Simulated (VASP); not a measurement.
Here is a VASP 6.6.1 calculation.

File INCAR:

```
SYSTEM = NiO
  PREC = Accurate
  ENCUT = 520
  EDIFF = 1E-7
  ISMEAR = 0
  SIGMA = 0.05
  LREAL = .FALSE.
  LASPH = .TRUE.
  NELM = 100
  ALGO = Normal
  ISIF = 2
  LWAVE = .FALSE.
  LCHARG = .TRUE.
  ISPIN = 2
  MAGMOM = 1 0
  LORBIT = 11
  NUPDOWN = 4
  LMAXMIX = 4
  LDAU = .TRUE.
  LDAUTYPE = 2
  LDAUL = 2 -1
  LDAUU = 2 0
  LDAUJ = 0 0
  LDAUPRINT = 1
  METAGGA = R2SCAN
  LMIXTAU = .TRUE.
  LELF = .TRUE.
  LVHAR = .TRUE.
  NBANDS = 19
```

The input KPOINTS:

```
regular mesh
0
G
  8 8 7
  0 0 0
```

File POSCAR:

```
NiO
1.0
    2.7830607900      0.0000000000      0.0000000000
   -1.3915303900      2.4102013400      0.0000000000
    0.0000000000      0.0000000000      2.7161294400
Ni O
1 1
Direct
    0.0000000000      0.0000000000      0.0000000000
    0.6666666667      0.3333333333      0.5000000000
```

Potentials or basis: VASP PAW PBE potentials, release 64 (Ni, O).

Launch:

```console
$ cat potpaw_PBE.64/Ni/POTCAR potpaw_PBE.64/O/POTCAR > POTCAR
$ mpirun -np 1 vasp_std > vasp.out
```

What does it give for the pressure?

47.2 GPa.

Eigenvalues of the final occupation matrices:
| site | spin | trace | eigenvalues |
| --- | --- | --- | --- |
| site 1 d | 1 | 5.02 | 0.99 1.01 1.01 1.01 1.01 |
| site 1 d | 2 | 2.82 | 0.25 0.25 0.68 0.68 0.95 |

Caveat: the moment is held away from its start; a pressure of tens of GPa on the cell as given is suspect, and the run, the potentials or the cell itself is likely at fault; the PAW data sets were made with another functional, which shifts forces and pressure a little; the total moment is fixed, so each spin has its own Fermi level; a cell with one magnetic atom can't hold antiferromagnetic order, which such compounds often take. The state reached can hang on the start; a lower one may exist.
